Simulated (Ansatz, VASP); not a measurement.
# C in VASP and in Ansatz

Contents of POSCAR:

```
C
1.0
   -1.1826249197      1.1826249197      1.1826249197
    1.1826249197     -1.1826249197      1.1826249197
    1.1826249197      1.1826249197     -1.1826249197
C
1
Direct
    0.0000000000      0.0000000000      0.0000000000
```

The input INCAR.step1:

```
SYSTEM = C
ALGO = Normal
EDIFF = 1E-4
ENCUT = 600
GGA = PE
ISMEAR = -1
LASPH = .TRUE.
LCHARG = .FALSE.
LREAL = .FALSE.
LWAVE = .TRUE.
NELM = 100
PREC = Accurate
SIGMA = 0.1
```

The input INCAR.step2:

```
SYSTEM = C
ALGO = Normal
EDIFF = 1E-6
EDIFFG = -0.01
ENCUT = 600
IBRION = 2
ISIF = 3
ISMEAR = -1
ISTART = 1
LASPH = .TRUE.
LCHARG = .FALSE.
LMIXTAU = .TRUE.
LREAL = .FALSE.
LWAVE = .FALSE.
METAGGA = R2SCAN
NELM = 100
NSW = 80
PREC = Accurate
SIGMA = 0.1
```

The input KPOINTS:

```
k-points
0
G
  18 18 18
  0 0 0
```

Input for Ansatz:

```yaml
crystal:
  lattice:
    - [-1.1826249197, 1.1826249197, 1.1826249197]
    - [1.1826249197, -1.1826249197, 1.1826249197]
    - [1.1826249197, 1.1826249197, -1.1826249197]
  atoms:
    - { symbol: C, position: [0.0, 0.0, 0.0] }
hamiltonian:
  xc: r2scan
  pseudopotentials:
    kind: paw
    azcp:
      C: "pseudopotentials/C.paw.azcp"
basis:
  ecutwfc: 500
  fft_grid_basis: typed
kpoints:
  mp_grid: { grid: [18, 18, 18], shift: [0, 0, 0] }
magnetization:
  spin_polarized: false
scf:
  occupations: { method: fermi_dirac, width: 0.1 }
relax:
  max_steps: 60
  f_tol: 0.01
  cell: {}
```

The cell was built by a generator and needn't be a form met in nature.

Alike in both runs: task relaxation of cell and atoms; functional r2SCAN; k mesh 18 × 18 × 18; occupations fermi-dirac, width 0.1 eV; no spin polarisation.

|  | VASP | Ansatz |
| --- | --- | --- |
| version | VASP 6.6.1 | Ansatz 0.2.0 |
| potentials or method | VASP PAW PBE potentials, release 64 (C) | plane waves (500 eV) with PAW, scalar-relativistic |
| plane-wave cutoff (eV) | 600 | 500 |
| valence electrons in the cell | 4 | 4 |

|  | VASP | Ansatz | Ansatz less VASP |
| --- | --- | --- | --- |
| relaxed volume (Å³/atom) | 6.81 | 6.81 | +0.003 |
| relaxed cell length with the largest relative difference (Å) | 2.068 | 2.068 | +0.0003 |
| energy change over the relaxation (meV/atom) | -3 | -3 | -0.1 |

Caveats: the PAW data sets were made with another functional, which shifts forces and pressure a little (VASP).
